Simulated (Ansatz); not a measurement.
Crystal: BaTiO3.

```
CELL_PARAMETERS angstrom
4.00730 0.00000 0.00000
0.00000 4.00730 0.00000
0.00000 0.00000 8.01460
ATOMIC_POSITIONS crystal
Ba 0.57741 0.59500 0.23992
Ba 0.51332 0.45608 0.76365
Ti 0.03541 0.99821 0.01324
Ti 0.94999 0.97117 0.51853
O 0.56907 0.92563 0.97977
O 0.42933 0.96655 0.50053
O 0.96890 0.59557 0.98415
O 0.95413 0.46286 0.52367
O 0.96185 0.01025 0.22399
O 0.04058 0.01868 0.75255
```

The cell isn't the ideal one: all atoms moved at random, sigma 0.15 Å a component.

Base run:

```yaml
Program: Ansatz 0.2.0
Functional: r2SCAN
Potentials_or_basis: Ansatz PAW
Cutoff: 500 eV
Density_cutoff: 2000 eV
k_mesh: 7 × 7 × 4
Occupations: fermi-dirac, width 0.05 eV
Spin: no spin polarisation
```

Its results: band gap on the k mesh 1.77 eV, direct; pressure 15.6 GPa; largest force 7.979 eV/Å.

Question: The run is repeated on the same cell with these changes: functional from r2SCAN to PBEsol; cutoff from 500 eV to 420 eV; density cutoff from 2000 eV to 1680 eV. What comes out?

Answer: Band gap on the k mesh 1.47 eV, direct; pressure 12.0 GPa; largest force 7.565 eV/Å.

r2SCAN gives the wider gap, since meta-GGAs in the generalised Kohn-Sham scheme recover part of the derivative discontinuity.

Caveats: odd divisions of the mesh miss points on the zone boundary, where band edges often lie, so the gap on the mesh can be too wide; spin-orbit coupling is left out, which moves the levels of the heavy elements; the PAW data sets come from PBE, with cores solved anew for the run's functional, which leaves a small shift of forces and pressure; forces of over 1 eV/Å show positions far from the minimum, so gaps and moduli don't describe the material at rest; the density of states is complete only up to the lowest level of the last band computed.

A k mesh can miss the band edges.

Not every run made on this cell is shown here.
